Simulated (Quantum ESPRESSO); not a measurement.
Crystal: Ge.

```xyz
2
Lattice="-2.5745 2.5745 1.3974 2.5745 -2.5745 1.3974 2.5745 2.5745 -1.3974" Properties=species:S:1:pos:R:3 pbc="T T T"
Ge    0.0000    0.0000    1.3974
Ge    2.5745    0.0000    0.6987
```

This isn't the form of Ge at room conditions, which is diamond.

- Program: Quantum ESPRESSO 7.5
- Task: single point
- Functional: PBE
- Potentials or basis: SSSP 1.3 efficiency PBE
- Cutoff: 748 eV
- Density cutoff: 5987 eV
- k mesh: 11 × 11 × 11
- Occupations: fermi-dirac, width 0.05 eV
- Spin: no spin polarisation

On this cell: pressure 3.2 GPa; largest force under 0.003 eV/Å; band gap on the k mesh none (metal or under the smearing width).

The same run follows on a disturbed copy (atoms moved at random, drawn with an rms of 0.05 Å):

```
Ge
1.0
    -2.57449    2.57449    1.39741
     2.57449   -2.57449    1.39741
     2.57449    2.57449   -1.39741
Ge
2
Cartesian
  -0.0291 -0.0055 1.3415
  2.5858 0.0243 0.6717
```

Task: What does the disturbed cell give?

Result: The energy (extrapolated to zero smearing) moves by +2.5 meV/atom; pressure 3.2 GPa; largest force 0.196 eV/Å; band gap on the k mesh none (metal or under the smearing width).

Forces in eV/Å, atoms in the order of the input:
```
Ge   0.164  0.105  0.021
Ge  -0.164 -0.105 -0.021
```

Stress tensor (GPa, compression positive):
```
 3.73 -0.03  0.33
-0.03  2.90 -0.21
 0.33 -0.21  2.94
```
